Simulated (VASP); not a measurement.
Wanted: the native input for a VASP 6.6.1 run.

* Task: relaxation of cell and atoms
* Functional: PBE
* Potentials or basis: VASP PAW PBE potentials, release 64 (Ca_sv, O)
* Cutoff: 520 eV
* k mesh: 8 × 8 × 8
* Occupations: gaussian, width 0.1 eV
* Spin: no spin polarisation
* Target pressure: 50 GPa
* Further INCAR settings: ALGO = Fast; EDIFF = 1e-07; IBRION = 2; EDIFFG = -0.002; NSW = 80; ISIF = 3
* Target pressure: 50 GPa

The structure of CaO lies in POSCAR:

```
CaO                                     
1.0
    2.6925513919     -0.0000000000      0.0000000000
   -0.0000000000      2.6925513919      0.0000000000
    0.0000000000      0.0000000000      2.6925513919
  Ca              O             
     1     1
Direct
     0.0000000000000000    0.0000000000000000    0.0000000000000000
     0.5000000000000000    0.5000000000000000    0.5000000000000000
```

The cell was built by a generator and needn't be a form met in nature.

These files were run (other wordings do the same):

INCAR

```
SYSTEM = CaO
PREC = Accurate
ENCUT = 520
EDIFF = 1E-7
ISMEAR = 0
SIGMA = 0.1
LREAL = .False.
LASPH = .True.
NELM = 100
ALGO = Fast
ISIF = 3
LWAVE = .False.
LCHARG = .False.
GGA = PE
IBRION = 2
NSW = 80
EDIFFG = -0.002
PSTRESS = 500.0
```

KPOINTS

```
Automatic mesh
0
Gamma
  8 8 8
  0 0 0
```

Potentials or basis: VASP PAW PBE potentials, release 64 (Ca_sv, O).

Run with:

```console
$ cat potpaw_PBE.64/Ca_sv/POTCAR potpaw_PBE.64/O/POTCAR > POTCAR
$ mpirun -np 1 vasp_std > vasp.out
```

Results of the run:

```yaml
Pressure_after_relaxing: 50.0 GPa
Band_gap_on_the_k_mesh: 2.56 eV, indirect (least direct gap 2.78 eV)
```

Caveat: the relaxation stopped at its first step, so nothing moved; the cell is relaxed towards a set pressure, so the enthalpy falls and the energy may rise.

Wall time 8.2 s on 1 thread of Intel(R) Xeon(R) Platinum 8488C (Sapphire Rapids), on a shared host, peak memory 0.12 GiB.
